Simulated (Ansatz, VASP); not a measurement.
**GaN in VASP and in Ansatz**

File INCAR:

```
SYSTEM = GaN
ALGO     = Normal         ! electronic algorithm
EDIFF    = 1E-6           ! SCF threshold, eV
ENCUT    = 520            ! plane-wave cutoff, eV
GGA      = CA             ! functional
ISIF     = 2              ! what is computed and relaxed
ISMEAR   = 0              ! smearing method
LASPH    = .True.         ! aspherical terms in the spheres
LCHARG   = .False.        ! write CHGCAR
LREAL    = .False.        ! projectors in reciprocal space
LWAVE    = .False.        ! write WAVECAR
NBANDS   = 26             ! bands
NELM     = 100            ! most SCF steps
PREC     = Accurate       ! precision mode
SIGMA    = 0.05           ! smearing width, eV
```

The input KPOINTS:

```
k-points
0
Gamma
  12 12 6
  0 0 0
```

POSCAR

```
GaN
1.0
    3.1799996605      0.0000000000      0.0000000000
   -1.5899998303      2.7539604900      0.0000000000
    0.0000000000      0.0000000000      5.1660000000
Ga N
2 2
Direct
    0.3726415136      0.6666666667      0.0000000000
    0.7059748470      0.3333333333      0.5000000000
    0.3333333333      0.6666666667      0.3750000000
    0.6666666667      0.3333333333      0.8750000000
```

Input for Ansatz:

```yaml
crystal:
  lattice:
    - [3.1799996605, 0.0, 0.0]
    - [-1.5899998303, 2.75396049, 0.0]
    - [0.0, 0.0, 5.166]
  atoms:
    - { symbol: Ga, position: [0.3726415136, 0.6666666667, 0.0] }
    - { symbol: Ga, position: [0.705974847, 0.3333333333, 0.5] }
    - { symbol: "N", position: [0.3333333333, 0.6666666667, 0.375] }
    - { symbol: "N", position: [0.6666666667, 0.3333333333, 0.875] }
basis:
  ecutwfc: 420
kpoints:
  mp_grid: { grid: [12, 12, 6] }
hamiltonian:
  xc: lda
scf:
  occupations: { method: gaussian, width: 0.05 }
output:
  forces: true
  stress: true
  eigenvalues: true
```

Change from the starting cell: all Ga atoms moved +0.125 Å, as atom 1 along Cartesian [1 0 0].

Alike in both runs: task single point; functional LDA; k mesh 12 × 12 × 6; occupations gaussian, width 0.05 eV; no spin polarisation.

|  | VASP | Ansatz |
| --- | --- | --- |
| version | VASP 6.6.1 | Ansatz 0.2.0 |
| potentials or method | VASP PAW LDA potentials, release 64 (Ga_d, N) | scalar-relativistic, plane waves, PAW |
| plane-wave cutoff (eV) | 520 | 420 |
| valence electrons in the cell | 36 | 36 |

```csv
,VASP,Ansatz,Ansatz less VASP
gap on the k mesh at the Fermi level (eV),1.86,1.84,-0.017
least direct gap on the mesh (eV),1.86,1.84,-0.017
pressure (GPa),-1.8,-2.8,-1.01
largest component of the traceless stress (GPa),4.80,4.61,-0.189
rms of the force components (eV/Å),0.945,0.930,-0.0153
```

Atom by atom the forces differ by 0.015 eV/Å (rms over components).

Caveats: forces of over 1 eV/Å show positions far from the minimum, so gaps and moduli don't describe the material at rest.
